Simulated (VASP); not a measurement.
A run of VASP 6.6.1 is set up as follows.

The input INCAR:

```
SYSTEM = Tm
ALGO     = Normal         ! electronic algorithm
EDIFF    = 1E-7           ! SCF threshold, eV
ENCUT    = 520            ! plane-wave cutoff, eV
GGA      = PE             ! functional
ISIF     = 2              ! what is computed and relaxed
ISMEAR   = -1             ! smearing method
ISPIN    = 2              ! spin polarisation
LASPH    = .True.         ! aspherical terms in the spheres
LCHARG   = .False.        ! write CHGCAR
LMAXMIX  = 6              ! l up to which the mixer works
LORBIT   = 11             ! projections on sites
LREAL    = .False.        ! projectors in reciprocal space
LWAVE    = .False.        ! write WAVECAR
MAGMOM   = 2              ! initial moments
NBANDS   = 22             ! bands
NELM     = 120            ! most SCF steps
PREC     = Accurate       ! precision mode
SIGMA    = 0.05           ! smearing width, eV
```

File KPOINTS:

```
k-points
0
Gamma
  9 9 9
  0 0 0
```

POSCAR

```
Tm
1.0
   -0.0473560000      2.4508640000      2.4324590000
    2.4661990000     -0.0693230000      2.4544260000
    2.4266400000      2.4332730000     -0.0297650000
Tm
1
Direct
   -0.0055930000      0.0011920000      0.0013090000
```

Potentials or basis: VASP PAW PBE potentials, release 64 (Tm).

Run with:

```sh
$ cat potpaw_PBE.64/Tm/POTCAR > POTCAR
$ mpirun -np 1 vasp_std > vasp.out
```

Question: What does it give for the site moments?

Answer: Tm +1.17 μB.

Question: Predict the pressure.

Answer: 3.7 GPa.

Question: Predict the net moment.

Answer: 1.03 μB per cell.

Stress tensor (GPa, compression positive):
```
 3.64  0.76 -0.06
 0.76  3.70  0.38
-0.06  0.38  3.67
```

Caveat: the magnetic or orbital state may not be the lowest. The state reached can hang on the start; a lower one may exist.
